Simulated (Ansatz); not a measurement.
Cubic perovskite LaAlO3 (cubic high-temperature phase), treated with r²SCAN+rVV10 (Ansatz, a first-principles code, plane waves, PAW).

Settings: plane-wave cutoff 560 eV, 10×10×10 k mesh, Fermi–Dirac smearing 0.01 eV, scalar-relativistic PAW data made under PBE.

Response to compression and expansion:

| V (Å³/atom) | P (GPa) | direct gap at Γ (eV) | smallest gap on the k mesh (eV) |
|---|---|---|---|
| 10.133 | 15.28 | 4.158 | 4.128 |
| 10.348 | 9.65 | 4.142 | 4.082 |
| 10.564 | 4.58 | 4.124 | 4.038 |
| 10.779 | 0.01 | 4.105 | 3.995 |
| 10.995 | -4.11 | 4.084 | 3.953 |
| 11.211 | -7.82 | 4.062 | 3.911 |
| 11.426 | -11.16 | 4.040 | 3.870 |

The fundamental gap (3.99 eV at the equilibrium volume, with added k points) lies elsewhere than Γ–Γ.

Note: the relaxation could not lower the start's symmetry, so the cell can be a saddle point above a distorted one.

Spin–orbit coupling is not included.
